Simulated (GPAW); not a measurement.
# AlCu3 (Fm-3m) in GPAW: a series of runs

One crystal, AlCu3, is run at these levels: PBEsol, LDA; tasks: band structure.

All numbers are computed with GPAW 26.7.0; they aren't measurements. Logs are shortened: lines on timing, memory, paths and dates and some standing lists are left out, and cuts for length are marked. The log counts tension as positive stress, the text compression.

### 1 The structure

The structure is cubic, space group Fm-3m (No. 225). Conventional cell: a = 5.776 Å, b = 5.776 Å, c = 5.776 Å, α = 90.00°, β = 90.00°, γ = 90.00°. Cu (site symmetry -43m) has 4 Al at 2.50 Å and 4 Cu at 2.50 Å as nearest neighbours. Cu (site symmetry m-3m) is surrounded by 8 Cu at 2.50 Å. Al (site symmetry m-3m) is surrounded by 8 Cu at 2.50 Å.

The cell comes from a database or a generator and needn't be the stable form of this composition.

### 2 Band structure, PBEsol

run.py

```python
from ase import Atoms
from ase.dft.bandgap import bandgap
from ase.io import write
from ase.units import GPa
from gpaw import GPAW, PW, setup_paths

setup_paths.insert(0, '.')

atoms = Atoms(['Cu', 'Cu', 'Cu', 'Al'],
              cell=[[0.0, 2.888010988, 2.888010988],
                    [2.888010988, 0.0, 2.888010988],
                    [2.888010988, 2.888010988, 0.0]],
              scaled_positions=[[0.75, 0.75, 0.75],
                                [0.25, 0.25, 0.25],
                                [0.5, 0.5, 0.5],
                                [0.0, 0.0, 0.0]],
              pbc=True)

calc = GPAW(mode=PW(600),
            xc='PBEsol',
            kpts={'size': (8, 8, 8), 'gamma': True},
            occupations={'name': 'fermi-dirac', 'width': 0.05},
            nbands=35,
            convergence={'density': 1e-05, 'energy': 1e-05},
            maxiter=150,
            txt='gpaw.txt')
atoms.calc = calc
energy = atoms.get_potential_energy()
forces = atoms.get_forces()
stress = atoms.get_stress()
calc.write('gs.gpw')
write('result.traj', atoms)
print(f'Energy: {energy:.6f} eV')
print('Forces (eV/A):')
print(forces.round(4))
print('Stress (GPa):', (stress / GPa).round(3))
print('Fermi level:', round(calc.get_fermi_level(), 4), 'eV')
print(f'Gap: {bandgap(calc)[0]:.4f} eV, direct: {bandgap(calc, direct=True)[0]:.4f} eV')

path = atoms.cell.bandpath('GXWKGLUWLK,UX', npoints=80, eps=1e-4)
bs_calc = calc.fixed_density(kpts=path, symmetry='off', nbands=50,
                             convergence={'bands': 'CBM+6.0', 'eigenstates': 1e-6}, txt='bands.txt')
bs = bs_calc.band_structure()
bs.write('bs.json')
print(f'Gap on the path: {bandgap(bs_calc)[0]:.4f} eV')
```

Potentials or basis: PAW data sets generated in the run's folder for this functional, pw.

Started as:

```
$ gpaw-setup -f PBEsol Al Cu
$ OMP_NUM_THREADS=1 python run.py
```

gpaw.txt:

```text
__  _  _
 | _ |_)|_||  |
 |__||  | ||/\| - 26.7.0

Input parameters:
  mode=PW(ecut=600.0),
  convergence={'density': 1e-05, 'energy': 1e-05},
  kpts=MonkhorstPack(size=(8, 8, 8), gamma=True),
  maxiter=150,
  nbands=35,
  occupations=Occupations(name='fermi-dirac', width=0.05),
  xc=XC(name='PBEsol')

Diagonalizing LCAO Hamiltonian
Converting LCAO to pw mode

                    Cu

                Cu

           Cu

       Al

Atoms  # Å, Bohr magnetons
|   | symbol |        x |        y |        z |    initial magnetic moments |
|---|--------|----------|----------|----------|-----------------------------|
| 0 |     Cu | 4.332016 | 4.332016 | 4.332016 | ( 0.0000,  0.0000,  0.0000) |
| 1 |     Cu | 1.444005 | 1.444005 | 1.444005 | ( 0.0000,  0.0000,  0.0000) |
| 2 |     Cu | 2.888011 | 2.888011 | 2.888011 | ( 0.0000,  0.0000,  0.0000) |
| 3 |     Al | 0.000000 | 0.000000 | 0.000000 | ( 0.0000,  0.0000,  0.0000) |

Unit cell  # Å
| periodic |        x |        y |        z |  lengths |    angles |
|----------|----------|----------|----------|----------|-----------|
|      yes | 0.000000 | 2.888011 | 2.888011 | 4.084264 | 60.000000 |
|      yes | 2.888011 | 0.000000 | 2.888011 | 4.084264 | 60.000000 |
|      yes | 2.888011 | 2.888011 | 0.000000 | 4.084264 | 60.000000 |

Number of symmetries: 48
Symmetry operations  # r_c * U_cc + t_c -> r_c
|    | kind |            matrix            |
|----|------|------------------------------|
|  0 |  σ   |  1, 0, 0,  1, 0,-1,  1,-1, 0 |
|  1 |  C2  |  1, 0, 0,  1,-1, 0,  1, 0,-1 |
|  2 |  E   |  1, 0, 0,  0, 1, 0,  0, 0, 1 |
|  3 |  σ   |  1, 0, 0,  0, 0, 1,  0, 1, 0 |
|  4 |  C4  |  1, 0,-1,  1, 0, 0,  1,-1, 0 |
|  5 |  S6  |  1, 0,-1,  1,-1, 0,  1, 0, 0 |
|  6 |  σ   |  1, 0,-1,  0, 1,-1,  0, 0,-1 |
|  7 |  C3  |  1, 0,-1,  0, 0,-1,  0, 1,-1 |
|  8 |  S6  |  1,-1, 0,  1, 0, 0,  1, 0,-1 |
|  9 |  C4  |  1,-1, 0,  1, 0,-1,  1, 0, 0 |
| 10 |  C3  |  1,-1, 0,  0,-1, 1,  0,-1, 0 |
| 11 |  σ   |  1,-1, 0,  0,-1, 0,  0,-1, 1 |
| 12 |  σ   |  0, 1, 0,  1, 0, 0,  0, 0, 1 |
| 13 |  C4  |  0, 1, 0,  0, 1,-1, -1, 1, 0 |
| 14 |  C3  |  0, 1, 0,  0, 0, 1,  1, 0, 0 |
| 15 |  S6  |  0, 1, 0, -1, 1, 0,  0, 1,-1 |
| 16 |  C2  |  0, 1,-1,  1, 0,-1,  0, 0,-1 |
| 17 |  σ   |  0, 1,-1,  0, 1, 0, -1, 1, 0 |
| 18 |  S4  |  0, 1,-1,  0, 0,-1,  1, 0,-1 |
| 19 |  C4  |  0, 1,-1, -1, 1, 0,  0, 1, 0 |
| 20 |  C3  |  0, 0, 1,  1, 0, 0,  0, 1, 0 |
| 21 |  σ   |  0, 0, 1,  0, 1, 0,  1, 0, 0 |
| 22 |  S6  |  0, 0, 1,  0,-1, 1, -1, 0, 1 |
| 23 |  C4  |  0, 0, 1, -1, 0, 1,  0,-1, 1 |
| 24 |  S4  |  0, 0,-1,  1, 0,-1,  0, 1,-1 |
| 25 |  C3  |  0, 0,-1,  0, 1,-1,  1, 0,-1 |
| 26 |  C2  |  0, 0,-1,  0,-1, 0, -1, 0, 0 |
| 27 |  S6  |  0, 0,-1, -1, 0, 0,  0,-1, 0 |
| 28 |  S4  |  0,-1, 1,  1,-1, 0,  0,-1, 0 |
| 29 |  C4  |  0,-1, 1,  0, 0, 1, -1, 0, 1 |
| 30 |  C2  |  0,-1, 1,  0,-1, 0,  1,-1, 0 |
| 31 |  σ   |  0,-1, 1, -1, 0, 1,  0, 0, 1 |
| 32 |  C3  |  0,-1, 0,  1,-1, 0,  0,-1, 1 |
| 33 |  S6  |  0,-1, 0,  0, 0,-1, -1, 0, 0 |
| 34 |  S4  |  0,-1, 0,  0,-1, 1,  1,-1, 0 |
| 35 |  C2  |  0,-1, 0, -1, 0, 0,  0, 0,-1 |
| 36 |  C2  | -1, 1, 0,  0, 1, 0,  0, 1,-1 |
| 37 |  S6  | -1, 1, 0,  0, 1,-1,  0, 1, 0 |
| 38 |  S4  | -1, 1, 0, -1, 0, 1, -1, 0, 0 |
| 39 |  C3  | -1, 1, 0, -1, 0, 0, -1, 0, 1 |
| 40 |  S6  | -1, 0, 1,  0, 0, 1,  0,-1, 1 |
| 41 |  C2  | -1, 0, 1,  0,-1, 1,  0, 0, 1 |
| 42 |  C3  | -1, 0, 1, -1, 1, 0, -1, 0, 0 |
| 43 |  S4  | -1, 0, 1, -1, 0, 0, -1, 1, 0 |
| 44 |  C2  | -1, 0, 0,  0, 0,-1,  0,-1, 0 |
| 45 |  i   | -1, 0, 0,  0,-1, 0,  0, 0,-1 |
| 46 |  σ   | -1, 0, 0, -1, 1, 0, -1, 0, 1 |
| 47 |  C2  | -1, 0, 0, -1, 0, 1, -1, 1, 0 |

BZ-sampling:
  Number of BZ points: 512
  Number of IBZ points: 29

  Monkhorst-Pack size: [8, 8, 8]
  Monkhorst-Pack shift: [0.0625, 0.0625, 0.0625]

K-points  # in reciprocal-cell coordinates
|     |                                coordinates |     weight |
|-----|--------------------------------------------|------------|
|   0 | (  0.00000000,   0.00000000,   0.00000000) | 0.00195312 |
|   1 | (  0.12500000,   0.12500000,   0.00000000) | 0.01171875 |
|   2 | (  0.12500000,   0.12500000,   0.12500000) | 0.01562500 |
|   3 | (  0.25000000,   0.12500000,   0.12500000) | 0.02343750 |
|   4 | (  0.25000000,   0.25000000,   0.00000000) | 0.01171875 |
|   5 | (  0.25000000,   0.25000000,   0.12500000) | 0.04687500 |
|   6 | (  0.25000000,   0.25000000,   0.25000000) | 0.01562500 |
|   7 | (  0.37500000,   0.25000000,  -0.37500000) | 0.04687500 |
|   8 | (  0.37500000,   0.25000000,   0.12500000) | 0.04687500 |
|   9 | (  0.37500000,   0.25000000,   0.25000000) | 0.04687500 |
| ... |                                            |            |
|  28 | (  0.50000000,   0.50000000,   0.50000000) | 0.00781250 |

Plane wave coefficients: 1639
Cutoff: 600.0 eV

Spin-components: 1 (collinear spins)
Bands:           35
Projectors:      23
Spin-degeneracy: 2
Datatype:        complex128

Parallelization:
  kpt:    1
  domain: 1
  band:   1

Density:
  Valence electrons: 36.0
  Components: 1
  Grid points: [24 24 24]
  Charge: 0.0  # |e|

Potential:
  Grid points: [24 24 24]

species:
  Cu:
    name:    Copper
    Z:       29.0
    valence: 11
    core:    18
    charge:  0.0  # [|e|]
    compensation charges:
      type: gauss
      rc: 0.33  # [Å]
      lmax: 2
    cutoffs:
      filter: 2.06  # [Å]
      core: 2.43  # [Å]
    projectors
    | kind |    occ | energy [eV] | rcut [Å] |
    |------|--------|-------------|----------|
    |   4s |  1.000 |      -4.607 |    1.164 |
    |   4p |  0.000 |      -0.637 |    1.164 |
    |   3d | 10.000 |      -5.060 |    1.058 |
    |    s |        |      22.604 |    1.164 |
    |    p |        |      26.574 |    1.164 |
    |    d |        |      22.151 |    1.058 |

    Using partial waves for Cu as LCAO basis

  Al:
    name:    Aluminium
    Z:       13.0
    valence: 3
    core:    10
    charge:  0.0  # [|e|]
    compensation charges:
      type: gauss
      rc: 0.34  # [Å]
      lmax: 2
    cutoffs:
      filter: 1.91  # [Å]
      core: 2.36  # [Å]
    projectors
    | kind |    occ | energy [eV] | rcut [Å] |
    |------|--------|-------------|----------|
    |   3s |  2.000 |      -7.715 |    1.085 |
    |   3p |  1.000 |      -2.689 |    1.085 |
    |    s |        |      19.497 |    1.085 |
    |    p |        |      24.522 |    1.085 |
    |    d |        |       0.000 |    1.085 |

    Using partial waves for Al as LCAO basis

Reference energy: -141543.569197  # eV

eigensolver:
[... 26 lines left out ...]
convergence criteria:
- Maximum integral of absolute [dens]ity change: 1e-05 electrons / valence electron
- Maximum [total energy] change in last 3 cyles: 1e-05 eV / valence electron
- Maximum integral of absolute [eigenst]ate change: 4e-08 eV^2 / valence electron
maximum number of iterations: 150

SCF iterations
|iter     | |      energy | eigst |  dens |
|---------|-|-------------|-------|-------|
|iter:   1| |  -21.938598 | +0.49 |       |
|iter:   2| |  -20.093538 | -1.92 | -0.82 |
|iter:   3| |  -17.603941 | -1.19 | -0.92 |
|iter:   4| |  -17.549251 | -2.87 | -1.71 |
|iter:   5| |  -17.527163 | -3.44 | -1.77 |
|iter:   6| |  -17.504878 | -3.48 | -1.92 |
|iter:   7| |  -17.504610 | -5.34 | -2.85 |
|iter:   8| |  -17.504618c| -5.55 | -3.24 |
|iter:   9| |  -17.504620c| -7.19 | -3.86 |
|iter:  10| |  -17.504621c| -7.18 | -4.14 |
|iter:  11| |  -17.504621c| -8.16c| -5.05c|

Converged in 11 steps
Energy contributions relative to reference atoms: (reference = -141543.569197)

Energy contributions:
  Kinetic:         -37.515590
  Coulomb:          31.653760
  Zero:              0.183740
  External:          0.000000
  Xc:              -11.824856
  Entropy:          -0.003351
  Spinorbit:         0.000000
  ----------------------------
  Free energy:     -17.506296
  Extrapolated:    -17.504621

dipole moment: (-9.890107, -9.890107, -9.890107)  # |e|*Ang

Fermi level: 8.575
Eigenvalues  # (at kpt = [0.000, 0.000, 0.000])
| band index |      eig [eV] | occ [0-2] |
|------------|---------------|-----------|
|          0 |        -2.053 |     2.000 |
|        ... |               |           |
|          8 |         4.788 |     2.000 |
|          9 |         5.803 |     2.000 |
|         10 |         5.803 |     2.000 |
|         11 |         5.803 |     2.000 |
|         12 |         5.973 |     2.000 |
|         13 |         5.973 |     2.000 |
[... 8 lines left out ...]
|         22 |        13.733 |     0.000 |
|         23 |        15.145 |     0.000 |
|        ... |               |           |
|         34 |        34.040 |     0.000 |

No gap
No difference between direct/indirect transitions

Forces  # eV/Ang
|       x |        y |        z |
|---------|----------|----------|
| 0.00000 |  0.00000 | -0.00000 |  # Cu   0
| 0.00000 |  0.00000 | -0.00000 |  # Cu   1
| 0.00000 | -0.00000 | -0.00000 |  # Cu   2
| 0.00000 |  0.00000 |  0.00000 |  # Al   3

Stress tensor  # eV/Ang^3
|         x |         y |         z |
|-----------|-----------|-----------|
| -0.004398 |  0.000000 |  0.000000 |
|  0.000000 | -0.004398 |  0.000000 |
|  0.000000 |  0.000000 | -0.004398 |

# Writing to gs.gpw (mode='')
```

Run time: 89 s. Hardware: 1 thread of Arm Neoverse V2, shared host; peak memory 0.35 GiB.

Results:

* Free energy: -17.5063 eV
* Pressure: 0.7 GPa
* Band gap along the path: none (metal or under the smearing width)

Levels at the corners of the path, in eV from the Fermi level:
| point | band 15 | band 16 | band 17 | band 18 | band 19 | band 20 | band 21 | band 22 |
| --- | --- | --- | --- | --- | --- | --- | --- | --- |
| Γ | -2.48 | -2.48 | 3.77 | 3.77 | 3.77 | 4.18 | 4.18 | 4.18 |
| X | -2.34 | -2.30 | -2.16 | -2.16 | -2.10 | 2.00 | 2.37 | 10.93 |
| W | -2.37 | -2.36 | -2.20 | -1.99 | -1.99 | 5.61 | 5.61 | 5.68 |
| K | -2.38 | -2.34 | -2.24 | -1.93 | -0.79 | 2.35 | 5.27 | 8.46 |
| Γ | -2.48 | -2.48 | 3.77 | 3.77 | 3.77 | 4.18 | 4.18 | 4.18 |
| L | -2.43 | -2.43 | -2.15 | 2.68 | 2.68 | 2.94 | 2.94 | 3.65 |
| U | -2.38 | -2.34 | -2.24 | -1.93 | -0.79 | 2.35 | 5.27 | 8.46 |
| W | -2.37 | -2.36 | -2.20 | -1.99 | -1.99 | 5.61 | 5.61 | 5.68 |
| L | -2.43 | -2.43 | -2.15 | 2.68 | 2.68 | 2.94 | 2.94 | 3.65 |
| K | -2.38 | -2.34 | -2.24 | -1.93 | -0.79 | 2.35 | 5.27 | 8.46 |
| U | -2.38 | -2.34 | -2.24 | -1.93 | -0.79 | 2.35 | 5.27 | 8.46 |
| X | -2.34 | -2.30 | -2.16 | -2.16 | -2.10 | 2.00 | 2.37 | 10.93 |

Caveat: with this Cu data set, volumes or pressures lay over 1.5 % or 2 GPa off other programs in two to four cells of ten.

### 3 Band structure, LDA

Changes to run.py since step 2:

```diff
@@ -4,5 +4,3 @@
 from ase.units import GPa
-from gpaw import GPAW, PW, setup_paths
-
-setup_paths.insert(0, '.')
+from gpaw import GPAW, PW
 
@@ -19,3 +17,3 @@
 calc = GPAW(mode=PW(600),
-            xc='PBEsol',
+            xc='LDA',
             kpts={'size': (8, 8, 8), 'gamma': True},
```

Potentials or basis: the program's PAW data sets (release 1.2.1) made for this functional, pw.

Started as:

```
$ OMP_NUM_THREADS=1 python run.py
```

It took 88 s on 1 thread of Arm Neoverse V2, shared host; peak memory 0.35 GiB.

Results (log left out):

- Free energy: -18.9176 eV
- Pressure: -5.3 GPa
- Band gap along the path: none (metal or under the smearing width)

Levels at the corners of the path, in eV from the Fermi level:
```tsv
point	band 14	band 15	band 16	band 17	band 18	band 19	band 20	band 21	band 22	band 23
Γ	-2.64	-2.51	-2.51	3.80	3.80	3.80	4.19	4.19	4.19	5.04
X	-2.38	-2.38	-2.34	-2.13	-2.11	-2.11	1.96	2.33	10.91	10.91
W	-2.58	-2.40	-2.38	-2.24	-2.01	-2.01	5.60	5.60	5.68	5.75
K	-2.68	-2.41	-2.37	-2.27	-1.96	-0.76	2.31	5.26	8.50	8.82
Γ	-2.64	-2.51	-2.51	3.80	3.80	3.80	4.19	4.19	4.19	5.04
L	-2.63	-2.47	-2.47	-2.18	2.71	2.71	2.95	2.95	3.59	5.51
U	-2.68	-2.41	-2.37	-2.27	-1.96	-0.76	2.31	5.26	8.50	8.82
W	-2.58	-2.40	-2.38	-2.24	-2.01	-2.01	5.60	5.60	5.68	5.75
L	-2.63	-2.47	-2.47	-2.18	2.71	2.71	2.95	2.95	3.59	5.51
K	-2.68	-2.41	-2.37	-2.27	-1.96	-0.76	2.31	5.26	8.50	8.82
U	-2.68	-2.41	-2.37	-2.27	-1.96	-0.76	2.31	5.26	8.50	8.82
X	-2.38	-2.38	-2.34	-2.13	-2.11	-2.11	1.96	2.33	10.91	10.91
```

Caveat: with this Cu data set, volumes or pressures lay over 1.5 % or 2 GPa off other programs in two to four cells of ten.
